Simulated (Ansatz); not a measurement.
# Al5P5H4 (buck sheet): the cost of one run

Method: DFT PBE, scalar-relativistic, plane waves, PAW, in Ansatz 0.2.0.

2 further runs of the same task are left out: 2 set aside as unsound or not needed. Runs told in other sessions of the task aren't counted.

### Step 1. The structure to begin with

It takes space group P-6m2 (No. 187, hexagonal). The conventional cell has a = 3.940 Å, b = 3.940 Å, c = 24.743 Å, α = 90.00°, β = 90.00°, γ = 120.00°. Al (site symmetry -6m2) has 3 P at 2.27 Å in its first shell of neighbours. P (site symmetry -6m2) is surrounded by 3 Al at 2.27 Å.

As a file:

```
CELL_PARAMETERS angstrom
3.93952 0.00000 0.00000
-1.96976 3.41172 0.00000
0.00000 0.00000 24.74301
ATOMIC_POSITIONS crystal
Al 0.33333 0.66667 0.37322
P 0.66667 0.33333 0.37332
```

This sheet was relaxed beforehand with the same method; its gap on the mesh is 2.32 eV.

### Step 2. Next: the armchair ribbon, N = 5 with H caps

The ribbon is cut from the relaxed sheet, periodic along c; N counts formula units a period. The edge energy is the mean of both edges over the sheet, -646.6978 eV an atom. Each H cap counts from half an H2 molecule (-15.872 eV in a separate run).

The cell holds 5 Al, 5 P, 4 H: a = 19.700 Å, b = 9.300 Å, c = 6.823 Å, α = 90.00°, β = 90.00°, γ = 90.00°.

### Step 3. Relaxing it

Pressure and volume refer to the whole cell with its vacuum; only the period along c may change.

input.yaml reads:

```yaml
crystal:
  lattice:
    - [19.7, 0.0, 0.0]
    - [0.0, 9.3, 0.0]
    - [0.0, 0.0, 6.8234450588]
  atoms:
    - { symbol: Al, position: [0.5999877625, 0.4998658475, 0.3333333333] }
    - { symbol: Al, position: [0.6999755249, 0.4998658475, 0.8333333333] }
    - { symbol: Al, position: [0.4000122375, 0.4998658475, 0.3333333333] }
    - { symbol: Al, position: [0.5, 0.4998658475, 0.8333333333] }
    - { symbol: Al, position: [0.3000244751, 0.4998658475, 0.8333333333] }
    - { symbol: P, position: [0.6999755249, 0.5001341525, 0.1666666667] }
    - { symbol: P, position: [0.5, 0.5001341525, 0.1666666667] }
    - { symbol: P, position: [0.5999877625, 0.5001341525, 0.6666666667] }
    - { symbol: P, position: [0.3000244751, 0.5001341525, 0.1666666667] }
    - { symbol: P, position: [0.4000122375, 0.5001341525, 0.6666666667] }
    - { symbol: H, position: [0.7703125713, 0.5000545884, 0.7160905752] }
    - { symbol: H, position: [0.2296874287, 0.5000545884, 0.7160905752] }
    - { symbol: H, position: [0.7623996535, 0.499966645, 0.2707196145] }
    - { symbol: H, position: [0.2376003465, 0.499966645, 0.2707196145] }
basis:
  ecutwfc: 420
kpoints:
  mp_grid: { grid: [1, 1, 5] }
hamiltonian:
  xc: pbe
scf:
  occupations: { method: gaussian, width: 0.05 }
output:
  forces: true
  stress: true
  eigenvalues: true
  populations: true
  write_density: true
  write_potential: true
  elf: true
  volumetric_format: npy
relax:
  adjacent_minimum: "off"
  f_tol: 0.02
  max_steps: 45
  cell: { fix: [a, b, alpha, beta, gamma], stress_tol: 0.03 }
```

Run with:

```
> ansatz run input.yaml --threads 4 --pin off --max-ram 11264MiB --backend cpu --events-out ev --progress --plain --runs-dir out
```

What time and memory should one allow on 4 threads of Arm Neoverse V2, shared host?

About 2.5 min, with a peak of 1.2 GiB.
